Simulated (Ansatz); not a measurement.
# PtS2: the cost of one run

Code: Ansatz 0.2.0. PAW datasets, plane waves. Computed at 0 K without zero-point motion; spin polarisation is off.

## 1. The structure to begin with

The cell was relaxed beforehand with r2SCAN+rVV10.

Space group P-3m1 (No. 164), trigonal; a = 3.553 Å, c = 5.123 Å in the conventional setting, 18.66 Å³ an atom. Near Pt stand 6 S at 2.39 Å; near S stand 3 Pt at 2.39 Å.

Coordinates:

```cif
data_structure
_symmetry_space_group_name_H-M 'P-3m1'
_symmetry_Int_Tables_number 164
_cell_length_a 3.5526
_cell_length_b 3.5526
_cell_length_c 5.1227
_cell_angle_alpha 90.000
_cell_angle_beta 90.000
_cell_angle_gamma 120.000
_cell_volume 55.99
loop_
_atom_site_label
_atom_site_type_symbol
_atom_site_symmetry_multiplicity
_atom_site_Wyckoff_symbol
_atom_site_fract_x
_atom_site_fract_y
_atom_site_fract_z
_atom_site_occupancy
Pt1 Pt 1 a 0.00000 0.00000 0.00000 1
S1 S 2 d 0.33333 0.66667 0.23926 1
```

## 2. Band structure with PBE

The input, input.yaml:

```yaml
crystal:
  lattice:
    - [3.5526415796, 0.0, 0.0]
    - [-1.7763207898, 3.0766778585, 0.0]
    - [0.0, 0.0, 5.1227110578]
  atoms:
    - { symbol: Pt, position: [0.0, 0.0, 0.0] }
    - { symbol: S, position: [0.3333333333, 0.6666666667, 0.2392599766] }
    - { symbol: S, position: [0.6666666667, 0.3333333333, 0.7607400234] }
kpoints:
  mp_grid: { grid: [12, 12, 6] }
  band_path:
    path:
      - [[0.0, 0.0, 0.0], [0.5, 3.429934639524e-17, 2.087367131986e-17], [0.3333333333333, 0.3333333333333, 1.391578087991e-17], [0.0, 0.0, 0.0], [-8.644281867358e-34, 1.31446796886e-34, 0.5], [0.5, 3.165904850149e-17, 0.5], [0.3333333333333, 0.3333333333333, 0.5], [-8.644281867358e-34, 1.31446796886e-34, 0.5]]
      - [[0.5, 3.165904850149e-17, 0.5], [0.5, 3.429934639524e-17, 2.087367131986e-17]]
      - [[0.3333333333333, 0.3333333333333, 0.5], [0.3333333333333, 0.3333333333333, 1.391578087991e-17]]
    npoints: 10
hamiltonian:
  xc: pbe
scf:
  occupations: { method: fermi_dirac, width: 0.02 }
  n_extra_bands: 4
output:
  forces: true
  stress: true
  eigenvalues: true
```

Launch:

```
$ ansatz run input.yaml --threads 2 --pin off --max-ram 2211MiB --backend cpu --events-out ev --progress --plain --runs-dir out
```

**Question.** How long does this run take on 2 threads of Arm Neoverse V2, shared host, and how much memory does it need?

About 3.5 s, with a peak of 0.36 GiB.
